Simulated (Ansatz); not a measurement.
# BeTe: band gap under strain

How does strain move the band edges of zincblende BeTe, and do the functionals agree on it? States: no strain; -4.0 % equal strain in all directions; -3.0 % equal strain in all directions.

Code: Ansatz 0.2.0. PAW datasets, plane waves. Calculated at 0 K for a non-magnetic cell.

## (1) The cell

The unstrained cell was relaxed with r2SCAN; in each strained cell the atoms were relaxed again with r2SCAN. Names of k-points are those of the unstrained zone, where strain can split equivalent points. First state: no strain.

It is cubic, F-43m (No. 216); a = 5.657 Å in the conventional setting, 22.63 Å³ an atom. Near Be stand 4 Te at 2.45 Å; near Te stand 4 Be at 2.45 Å.

The structure in full:

```xyz
2
Lattice="0.0000 2.8286 2.8286 2.8286 0.0000 2.8286 2.8286 2.8286 0.0000" Properties=species:S:1:pos:R:3 pbc="T T T"
Be    0.0000    0.0000    0.0000
Te    1.4143    1.4143    1.4143
```

## (2) No strain: PBE

Contents of input.yaml:

```yaml
crystal:
  lattice:
    - [0.0, 2.8286236255, 2.8286236255]
    - [2.8286236255, 0.0, 2.8286236255]
    - [2.8286236255, 2.8286236255, 0.0]
  atoms:
    - { symbol: Be, position: [0.0, 0.0, 0.0] }
    - { symbol: Te, position: [0.25, 0.25, 0.25] }
kpoints:
  mp_grid: { grid: [8, 8, 8] }
  band_path:
    path:
      - [0.0, 0.0, 0.0]
      - [-0.5, -0.5, 0.0]
      - [-0.375, -0.375, 0.25]
      - [-0.375, 0.0, 0.375]
      - [0.0, 0.0, 0.5]
      - [-0.5, -0.25, 0.25]
      - [0.0, 0.5, 0.5]
    npoints: 1
hamiltonian:
  xc: pbe
scf:
  occupations: { method: fermi_dirac, width: 0.02 }
  n_extra_bands: 4
output:
  forces: true
  stress: true
  eigenvalues: true
```

Started as:

```console
$ ansatz run input.yaml --threads 2 --pin off --max-ram 29491MiB --backend cpu --events-out ev --progress --plain --runs-dir out
```

The runs that follow: No strain: r2SCAN; No strain: HSE06; No strain: r2SCAN+SOC; No strain: r2SCAN; No strain: G0W0@PBE; -4.0 % equal strain in all directions: PBE; -4.0 % equal strain in all directions: r2SCAN; -4.0 % equal strain in all directions: HSE06; -4.0 % equal strain in all directions: r2SCAN+SOC; -4.0 % equal strain in all directions: r2SCAN; -4.0 % equal strain in all directions: G0W0@PBE; -3.0 % equal strain in all directions: PBE; -3.0 % equal strain in all directions: r2SCAN; -3.0 % equal strain in all directions: HSE06; -3.0 % equal strain in all directions: r2SCAN+SOC; -3.0 % equal strain in all directions: r2SCAN; -3.0 % equal strain in all directions: G0W0@PBE.

Before running it: what results should come out?

As calculated:

Least gap in eV (negative: overlap), with the change from the unstrained cell in brackets. G0W0 is on its own coarse mesh.

```
                                state  volume change (%)           PBE        r2SCAN         HSE06          G0W0
                            no strain               +0.0          2.02          2.37          2.69          2.83
-4.0 % equal strain in all directions              -11.5  1.70 (-0.32)  2.05 (-0.32)  2.36 (-0.33)  2.48 (-0.35)
-3.0 % equal strain in all directions               -8.7  1.79 (-0.23)  2.14 (-0.23)  2.45 (-0.24)  2.58 (-0.25)
```

In words: With HSE06, of the states in the table -4.0 % equal strain in all directions shifts the gap most, by -0.337 eV. PBE and HSE06 differ by 0.67 eV on the unstrained gap, and by at most 0.02 eV on its change: the two disagree on the size of the gap but agree on its response to strain. Spin-orbit coupling is left out of the table, though the cell holds Te (Z = 52); in an element this heavy it can shift bands and gaps by tenths of an eV. No extrapolation in bands, cutoff or mesh was made for G0W0.
